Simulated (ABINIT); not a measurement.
# SiC (F-43m): making up for missing bands, part 2 of 2

Wanted: gap and time of SiC (F-43m) with truncated and completed band sums.

ABINIT 10.8.3; PBE and many-body steps on it, plane waves. Known limits of the many-body steps: not at the basis limit.

So far. Step 3 (Screening, 8×8×8 mesh, 178 bands, screening to 304.8 eV): Local fields lower ε∞ by 9 %. Step 4 (178 bands): The gap on the mesh goes from 1.36 eV to 2.14 eV, a correction of +0.78 eV.

## Step 6: 19 bands

This step: G0W0 on PBE, plane waves, norm-conserving pseudopotentials.

Input file run.abi:

```
acell 3*1.0 Angstrom
rprim 
  -0.000000000000 2.179000000000 2.179000000000
  2.179000000000 -0.000000000000 2.179000000000
  2.179000000000 2.179000000000 -0.000000000000
ntypat 2
znucl 14 6
natom 2
typat 1 2
xred 
  0.000000000000 0.000000000000 0.000000000000
  0.250000000000 0.250000000000 0.250000000000
pp_dirpath "pseudos"
pseudos "Si.upf, C.upf"
ecut 37
ngkpt 8 8 8
nshiftk 1
shiftk 0 0 0
kptopt 1
chksymbreak 0
istwfk *1
occopt 1
irdwfk 1
optdriver 4
nband 19
gwcalctyp 0
ecutsigx 37
symsigma 1
nkptgw 2
kptgw 
  0.0000000000 0.0000000000 0.0000000000
  0.5000000000 0.5000000000 0.0000000000
bdgw 
  2 8
  3 6
ecuteps 11.2
irdscr 1
ppmodel 1
indata_prefix "in"
outdata_prefix "out"
tmpdata_prefix "tmp"
```

Launch:

```
> OMP_NUM_THREADS=1 mpirun -n 8 abinit run.abi > log
```

What it wrote:

```text
.Version 10.8.3 of ABINIT. v10.8.2 released Aug 2026.

 Symmetries : space group F-4 3 m (#216); Bravais cF (face-center cubic)
[... echo of the input left out ...]
== DATASET  1 ==================================================================
-   mpi_nproc: 8, omp_nthreads: 1 (-1 if OMP is not activated)

--- !DatasetInfo
iteration_state: {dtset: 1, }
dimensions: {natom: 2, nkpt: 29, mband: 19, nsppol: 1, nspinor: 1, nspden: 1, mpw: 1524, }
cutoff_energies: {ecut:  37.0, pawecutdg:  -1.0, }
electrons: {nelect:   8.00000000E+00, charge:   0.00000000E+00, occopt:   1.00000000E+00, tsmear:   1.00000000E-02, }

 SIGMA: Calculation of the GW corrections

 Based on a program developped by R.W. Godby, V. Olevano, G. Onida, and L. Reining.
 Incorporated in ABINIT by V. Olevano, G.-M. Rignanese, and M. Torrent.
.Using double precision arithmetic ; gwpc =  8

[... cell and pseudopotentials left out ...]
--------------------------------------------------------------------------------

 ==== K-mesh for the wavefunctions ====
 Number of points in the irreducible wedge :    29
[... list of points left out ...]
 Together with 24 symmetry operations and time-reversal symmetry
 yields   512 points in the full Brillouin Zone.

 ==== Q-mesh for screening function ====
 Number of points in the irreducible wedge :    29
[... list of points left out ...]
 Together with 24 symmetry operations and time-reversal symmetry
 yields   512 points in the full Brillouin Zone.

 vcoul_init : cutoff-mode = AUXILIARY_FUNCTION
 q-points for optical limit:   1
     1)      0.000010    0.000020    0.000030
 setmesh: FFT mesh size selected  =    32x   32x   32
          total number of points  =        32768

 Number of electrons calculated from density =    8.0000; Expected =    8.0000
[...]
number of omega for Sigma on real axis              0
 max omega for Sigma on real axis  [eV]           0.00
 zcut for avoiding poles [eV]                     0.10

 EPSILON^-1 parameters (SCR file):
 dimension of the eps^-1 matrix on file            259
 dimension of the eps^-1 matrix used               259
 number of plane-waves for wavefunctions          1459
 number of bands                                    19
 number of q-points in IBZ                          29
 number of frequencies                               2
 number of real frequencies                          1
 number of imag frequencies                          1

 matrix elements of self-energy operator (all in [eV])

 Perturbative Calculation

--- !SelfEnergy_ee
iteration_state: {dtset: 1, }
kpoint     : [   0.000,    0.000,    0.000, ]
spin       : 1
KS_gap     :    6.223
QP_gap     :    7.093
Delta_QP_KS:    0.869
data: !SigmaeeData |
     Band     E0 <VxcDFT>   SigX SigC(E0)      Z dSigC/dE  Sig(E)    E-E0       E
        2   6.835 -14.927 -17.547   2.746   0.798  -0.253 -14.827   0.100   6.935
        3   6.835 -14.927 -17.547   2.746   0.798  -0.253 -14.827   0.100   6.935
        4   6.835 -14.927 -17.547   2.746   0.798  -0.253 -14.827   0.100   6.935
[...]
--- !SelfEnergy_ee
iteration_state: {dtset: 1, }
kpoint     : [   0.500,    0.500,    0.000, ]
spin       : 1
KS_gap     :    4.553
QP_gap     :    5.548
Delta_QP_KS:    0.995
data: !SigmaeeData |
     Band     E0 <VxcDFT>   SigX SigC(E0)      Z dSigC/dE  Sig(E)    E-E0       E
[...]
5   8.196 -10.510  -6.435  -3.284   0.824  -0.213  -9.858   0.651   8.848
        6  11.168 -10.772  -5.999  -3.691   0.828  -0.208  -9.876   0.897  12.065

== END DATASET(S) ==============================================================
================================================================================

 -outvars: echo values of variables after computation  --------
           etotal      0.0000000000E+00
            nband          19
             nkpt          29
          spgroup         216
 [... the other variables as echoed above ...]

 Calculation completed.
```

Run time: 6.8 s. Hardware: 8 MPI ranks of Arm Neoverse V1, shared host; peak memory 1.8 GiB.

This step gave:

* G0W0 gap on the points computed: 1.913 eV
* starting gap on the mesh: 1.361 eV
* k of the valence top: 0, 0, 0
* k of the conduction bottom: 0.5, 0.5, 0
* Z at the valence top: 0.798
* Z at the conduction bottom: 0.824
* least direct G0W0 gap on the computed points: 5.548 eV

Against G0W0 in ABINIT (8×8×8 mesh, 178 bands, screening to 304.8 eV, Godby-Needs plasmon pole), the gap moves by −0.230 eV.

## Step 7: Screening, 8×8×8 mesh, 19 bands, screening to 304.8 eV

This step: RPA screening on PBE, plane waves, norm-conserving pseudopotentials.

run.abi: that of step 6 with these lines changed.

```diff
@@ -23,17 +23,10 @@
 irdwfk 1
-optdriver 4
+optdriver 3
 nband 19
-gwcalctyp 0
-ecutsigx 37
-symsigma 1
-nkptgw 2
-kptgw 
-  0.0000000000 0.0000000000 0.0000000000
-  0.5000000000 0.5000000000 0.0000000000
-bdgw 
-  2 8
-  3 6
 ecuteps 11.2
-irdscr 1
-ppmodel 1
+inclvkb 2
+awtr 1
+symchi 1
+gwcomp 1
+gwencomp 1.5
 indata_prefix "in"
```

What it wrote:

```text
.Version 10.8.3 of ABINIT. v10.8.2 released Aug 2026.

 Symmetries : space group F-4 3 m (#216); Bravais cF (face-center cubic)
[... echo of the input left out ...]
== DATASET  1 ==================================================================
-   mpi_nproc: 8, omp_nthreads: 1 (-1 if OMP is not activated)

--- !DatasetInfo
iteration_state: {dtset: 1, }
dimensions: {natom: 2, nkpt: 29, mband: 19, nsppol: 1, nspinor: 1, nspden: 1, mpw: 1524, }
cutoff_energies: {ecut:  37.0, pawecutdg:  -1.0, }
[...]
--------------------------------------------------------------------------------
[... chi0 elements left out ...]
 For q-point:  0.000010 0.000020 0.000030
  dielectric constant =   6.6740
  dielectric constant without local fields =   7.2952

  Average fulfillment of the sum rule on Im[epsilon] for q-point    1 :    105.73  [%]
[... wings left out ...]
  q-point number  2        q = ( 0.125000, 0.000000, 0.000000) [r.l.u.]
--------------------------------------------------------------------------------
[... chi0 elements left out ...]
  Average fulfillment of the sum rule on Im[epsilon] for q-point    2 :    101.77  [%]

 [... 27 further q-points ...]
```

The job ended after 2.5 min (8 MPI ranks; peak memory 1.2 GiB).

Numbers from this step:

```
ε∞ with local fields, on this mesh, along the program's q direction : 6.674
the same without local fields                                       : 7.295
plasma frequency                                                    : 23.09 eV
plane waves in the screening matrix                                 : 259
```

## Step 8: 19 bands, completed

This step: G0W0 on PBE, plane waves, norm-conserving pseudopotentials.

run.abi: that of step 7 with these lines changed.

```diff
@@ -23,8 +23,17 @@
 irdwfk 1
-optdriver 3
+optdriver 4
 nband 19
+gwcalctyp 0
+ecutsigx 37
+symsigma 1
+nkptgw 2
+kptgw 
+  0.0000000000 0.0000000000 0.0000000000
+  0.5000000000 0.5000000000 0.0000000000
+bdgw 
+  2 8
+  3 6
 ecuteps 11.2
-inclvkb 2
-awtr 1
-symchi 1
+irdscr 1
+ppmodel 1
 gwcomp 1
```

What it wrote:

```text
.Version 10.8.3 of ABINIT. v10.8.2 released Aug 2026.

 Symmetries : space group F-4 3 m (#216); Bravais cF (face-center cubic)
[... echo of the input left out ...]
== DATASET  1 ==================================================================
-   mpi_nproc: 8, omp_nthreads: 1 (-1 if OMP is not activated)

--- !DatasetInfo
iteration_state: {dtset: 1, }
dimensions: {natom: 2, nkpt: 29, mband: 19, nsppol: 1, nspinor: 1, nspden: 1, mpw: 1524, }
cutoff_energies: {ecut:  37.0, pawecutdg:  -1.0, }
[...]
Band     E0 <VxcDFT>   SigX SigC(E0)      Z dSigC/dE  Sig(E)    E-E0       E
[...]
5   8.196 -10.510  -6.435  -3.994   0.824  -0.213 -10.444   0.066   8.262
        6  11.168 -10.772  -5.999  -4.481   0.828  -0.208 -10.530   0.242  11.411

== END DATASET(S) ==============================================================
================================================================================

 -outvars: echo values of variables after computation  --------
           etotal      0.0000000000E+00
            nband          19
             nkpt          29
          spgroup         216
 [... the other variables as echoed above ...]

 Calculation completed.
```

The job ended after 7.3 s (8 MPI ranks; peak memory 1.8 GiB; 58 s of CPU time).

This step gave:

| Item | Value |
| --- | --- |
| G0W0 gap on the points computed | 2.297 eV |
| starting gap on the mesh | 1.361 eV |
| k of the valence top | 0, 0, 0 |
| k of the conduction bottom | 0.5, 0.5, 0 |
| least direct G0W0 gap on the computed points | 5.718 eV |

Against G0W0 in ABINIT (8×8×8 mesh, 178 bands, screening to 304.8 eV, Godby-Needs plasmon pole), the gap moves by +0.154 eV.

## Step 9: Screening, 8×8×8 mesh, 65 bands, screening to 304.8 eV

This step: RPA screening on PBE, plane waves, norm-conserving pseudopotentials.

run.abi: that of step 8 with these lines changed.

```diff
@@ -23,19 +23,8 @@
 irdwfk 1
-optdriver 4
-nband 19
-gwcalctyp 0
-ecutsigx 37
-symsigma 1
-nkptgw 2
-kptgw 
-  0.0000000000 0.0000000000 0.0000000000
-  0.5000000000 0.5000000000 0.0000000000
-bdgw 
-  2 8
-  3 6
+optdriver 3
+nband 65
 ecuteps 11.2
-irdscr 1
-ppmodel 1
-gwcomp 1
-gwencomp 1.5
+inclvkb 2
+awtr 1
+symchi 1
 indata_prefix "in"
```

What it wrote:

```text
.Version 10.8.3 of ABINIT. v10.8.2 released Aug 2026.

 Symmetries : space group F-4 3 m (#216); Bravais cF (face-center cubic)
[... echo of the input left out ...]
== DATASET  1 ==================================================================
-   mpi_nproc: 8, omp_nthreads: 1 (-1 if OMP is not activated)

--- !DatasetInfo
iteration_state: {dtset: 1, }
dimensions: {natom: 2, nkpt: 29, mband: 65, nsppol: 1, nspinor: 1, nspden: 1, mpw: 1524, }
cutoff_energies: {ecut:  37.0, pawecutdg:  -1.0, }
[...]
--------------------------------------------------------------------------------
[... chi0 elements left out ...]
 For q-point:  0.000010 0.000020 0.000030
  dielectric constant =   6.6657
  dielectric constant without local fields =   7.3098

  Average fulfillment of the sum rule on Im[epsilon] for q-point    1 :     84.39  [%]
[... wings left out ...]
  q-point number  2        q = ( 0.125000, 0.000000, 0.000000) [r.l.u.]
--------------------------------------------------------------------------------
[... chi0 elements left out ...]
  Average fulfillment of the sum rule on Im[epsilon] for q-point    2 :     94.29  [%]

 [... 27 further q-points ...]
```

The job ended after 77 s (8 MPI ranks; peak memory 1.6 GiB; 10 min of CPU time).

This step gave:

```
ε∞ with local fields, on this mesh, along the program's q direction : 6.666
the same without local fields                                       : 7.310
plasma frequency                                                    : 23.09 eV
plane waves in the screening matrix                                 : 259
```

## Step 10: 65 bands

This step: G0W0 on PBE, plane waves, norm-conserving pseudopotentials.

run.abi: that of step 9 with these lines changed.

```diff
@@ -23,8 +23,17 @@
 irdwfk 1
-optdriver 3
+optdriver 4
 nband 65
+gwcalctyp 0
+ecutsigx 37
+symsigma 1
+nkptgw 2
+kptgw 
+  0.0000000000 0.0000000000 0.0000000000
+  0.5000000000 0.5000000000 0.0000000000
+bdgw 
+  2 8
+  3 6
 ecuteps 11.2
-inclvkb 2
-awtr 1
-symchi 1
+irdscr 1
+ppmodel 1
 indata_prefix "in"
```

What it wrote:

```text
.Version 10.8.3 of ABINIT. v10.8.2 released Aug 2026.

 Symmetries : space group F-4 3 m (#216); Bravais cF (face-center cubic)
[... echo of the input left out ...]
== DATASET  1 ==================================================================
-   mpi_nproc: 8, omp_nthreads: 1 (-1 if OMP is not activated)

--- !DatasetInfo
iteration_state: {dtset: 1, }
dimensions: {natom: 2, nkpt: 29, mband: 65, nsppol: 1, nspinor: 1, nspden: 1, mpw: 1524, }
cutoff_energies: {ecut:  37.0, pawecutdg:  -1.0, }
[...]
Band     E0 <VxcDFT>   SigX SigC(E0)      Z dSigC/dE  Sig(E)    E-E0       E
[...]
5   8.196 -10.510  -6.435  -3.830   0.821  -0.219 -10.310   0.200   8.396
        6  11.168 -10.772  -5.999  -4.311   0.823  -0.215 -10.391   0.381  11.550

== END DATASET(S) ==============================================================
================================================================================

 -outvars: echo values of variables after computation  --------
           etotal      0.0000000000E+00
            nband          65
             nkpt          29
          spgroup         216
 [... the other variables as echoed above ...]

 Calculation completed.
```

Wall time 15 s (8 MPI ranks); peak memory 2.2 GiB.

This step gave:

- G0W0 gap on the points computed: 2.045 eV
- starting gap on the mesh: 1.361 eV
- k of the valence top: 0, 0, 0
- k of the conduction bottom: 0.5, 0.5, 0
- least direct G0W0 gap on the computed points: 5.565 eV

Against G0W0 in ABINIT (8×8×8 mesh, 178 bands, screening to 304.8 eV, Godby-Needs plasmon pole), the gap moves by −0.098 eV.

## Step 11: Screening, 8×8×8 mesh, 65 bands, screening to 304.8 eV

This step: RPA screening on PBE, plane waves, norm-conserving pseudopotentials.

run.abi: that of step 10 with these lines changed.

```diff
@@ -23,17 +23,10 @@
 irdwfk 1
-optdriver 4
+optdriver 3
 nband 65
-gwcalctyp 0
-ecutsigx 37
-symsigma 1
-nkptgw 2
-kptgw 
-  0.0000000000 0.0000000000 0.0000000000
-  0.5000000000 0.5000000000 0.0000000000
-bdgw 
-  2 8
-  3 6
 ecuteps 11.2
-irdscr 1
-ppmodel 1
+inclvkb 2
+awtr 1
+symchi 1
+gwcomp 1
+gwencomp 2
 indata_prefix "in"
```

What it wrote:

```text
.Version 10.8.3 of ABINIT. v10.8.2 released Aug 2026.

 Symmetries : space group F-4 3 m (#216); Bravais cF (face-center cubic)
[... echo of the input left out ...]
== DATASET  1 ==================================================================
-   mpi_nproc: 8, omp_nthreads: 1 (-1 if OMP is not activated)

--- !DatasetInfo
iteration_state: {dtset: 1, }
dimensions: {natom: 2, nkpt: 29, mband: 65, nsppol: 1, nspinor: 1, nspden: 1, mpw: 1524, }
cutoff_energies: {ecut:  37.0, pawecutdg:  -1.0, }
[...]
--------------------------------------------------------------------------------
[... chi0 elements left out ...]
 For q-point:  0.000010 0.000020 0.000030
  dielectric constant =   6.6686
  dielectric constant without local fields =   7.3098

  Average fulfillment of the sum rule on Im[epsilon] for q-point    1 :     99.55  [%]
[... wings left out ...]
  q-point number  2        q = ( 0.125000, 0.000000, 0.000000) [r.l.u.]
--------------------------------------------------------------------------------
[... chi0 elements left out ...]
  Average fulfillment of the sum rule on Im[epsilon] for q-point    2 :     98.80  [%]

 [... 27 further q-points ...]
```

Run time: 3.3 min. Hardware: 8 MPI ranks; peak memory 1.6 GiB.

Numbers from this step:

| Item | Value |
| --- | --- |
| ε∞ with local fields, on this mesh, along the program's q direction | 6.669 |
| the same without local fields | 7.310 |
| plasma frequency | 23.09 eV |
| plane waves in the screening matrix | 259 |

## Step 12: 65 bands, completed

This step: G0W0 on PBE, plane waves, norm-conserving pseudopotentials.

run.abi: that of step 11 with these lines changed.

```diff
@@ -23,8 +23,17 @@
 irdwfk 1
-optdriver 3
+optdriver 4
 nband 65
+gwcalctyp 0
+ecutsigx 37
+symsigma 1
+nkptgw 2
+kptgw 
+  0.0000000000 0.0000000000 0.0000000000
+  0.5000000000 0.5000000000 0.0000000000
+bdgw 
+  2 8
+  3 6
 ecuteps 11.2
-inclvkb 2
-awtr 1
-symchi 1
+irdscr 1
+ppmodel 1
 gwcomp 1
```

What it wrote:

```text
.Version 10.8.3 of ABINIT. v10.8.2 released Aug 2026.

 Symmetries : space group F-4 3 m (#216); Bravais cF (face-center cubic)
[... echo of the input left out ...]
== DATASET  1 ==================================================================
-   mpi_nproc: 8, omp_nthreads: 1 (-1 if OMP is not activated)

--- !DatasetInfo
iteration_state: {dtset: 1, }
dimensions: {natom: 2, nkpt: 29, mband: 65, nsppol: 1, nspinor: 1, nspden: 1, mpw: 1524, }
cutoff_energies: {ecut:  37.0, pawecutdg:  -1.0, }
[...]
Band     E0 <VxcDFT>   SigX SigC(E0)      Z dSigC/dE  Sig(E)    E-E0       E
[...]
5   8.196 -10.510  -6.435  -3.988   0.820  -0.219 -10.439   0.071   8.267
        6  11.168 -10.772  -5.999  -4.485   0.823  -0.216 -10.535   0.238  11.406

== END DATASET(S) ==============================================================
================================================================================

 -outvars: echo values of variables after computation  --------
           etotal      0.0000000000E+00
            nband          65
             nkpt          29
          spgroup         216
 [... the other variables as echoed above ...]

 Calculation completed.
```

The job ended after 17 s (8 MPI ranks; peak memory 2.2 GiB).

Numbers from this step:

```
G0W0 gap on the points computed              : 2.179 eV
starting gap on the mesh                     : 1.361 eV
k of the valence top                         : 0, 0, 0
k of the conduction bottom                   : 0.5, 0.5, 0
least direct G0W0 gap on the computed points : 5.635 eV
```

Against G0W0 in ABINIT (8×8×8 mesh, 178 bands, screening to 304.8 eV, Godby-Needs plasmon pole), the gap moves by +0.036 eV.

## Step 13: Side by side

Times are wall times on 8 MPI ranks of Arm Neoverse V1, shared host, good to a factor of about two. A run's time includes the screening step that it read.

```
                run   mesh  bands  screening cutoff (eV)  DFT gap (eV)  gap on the mesh (eV)  direct (eV)  ε∞ used     time
          178 bands  8×8×8    178                  304.8         1.361                 2.143        5.616     6.67    4 min
           19 bands  8×8×8     19                  304.8         1.361                 1.913        5.548     6.65     29 s
19 bands, completed  8×8×8     19                  304.8         1.361                 2.297        5.718     6.67  2.6 min
           65 bands  8×8×8     65                  304.8         1.361                 2.045        5.565     6.67     92 s
65 bands, completed  8×8×8     65                  304.8         1.361                 2.179        5.635     6.67  3.6 min
```

## Step 14: Outcome

| Property | Result |
| --- | --- |
| 178 bands | 2.143 eV |
| 19 bands | 1.913 eV |
| 19 bands, completed | 2.297 eV |
| 65 bands | 2.045 eV |
| 65 bands, completed | 2.179 eV |

What this shows: 19 bands: −0.230 eV against 178 bands. 19 bands, completed: +0.154 eV against 178 bands. 65 bands: −0.098 eV against 178 bands. 65 bands, completed: +0.036 eV against 178 bands. The row with most bands is itself short of the limit, so it is no exact reference, and agreement of a truncated run with it can be a cancellation between the edges. In the G0W0 runs levels were corrected at 2 k points alone, so a gap called «on the mesh» is the least over those, and an edge elsewhere would be missed.

[Paths, hosts, dates, memory and timing lines, banners, echoed tables and standing remarks are left out of the program output.]

[Logs are printed without paths, hosts, clocks, repeated set-up lines and the standing remarks that a program may print on its own settings, such as how far it seeks lower states.]

[Runs of the session that timed out or met a known fault of the program may be left out.]

[Hosts, paths, dates, database ids (printed as entryN), source tags and the programs' standing remarks are cut or masked in the printed files.]

[G0W0 gaps are taken among the corrected bands and points alone; a level outside them can change the order at an edge.]

[Where Ansatz stands beside ABINIT at settings called matched, ABINIT's density can come from a denser mesh and the files from another edition; pairs whose starting gaps differed by over 0.03 eV were left out, so agreement reads better than it is.]
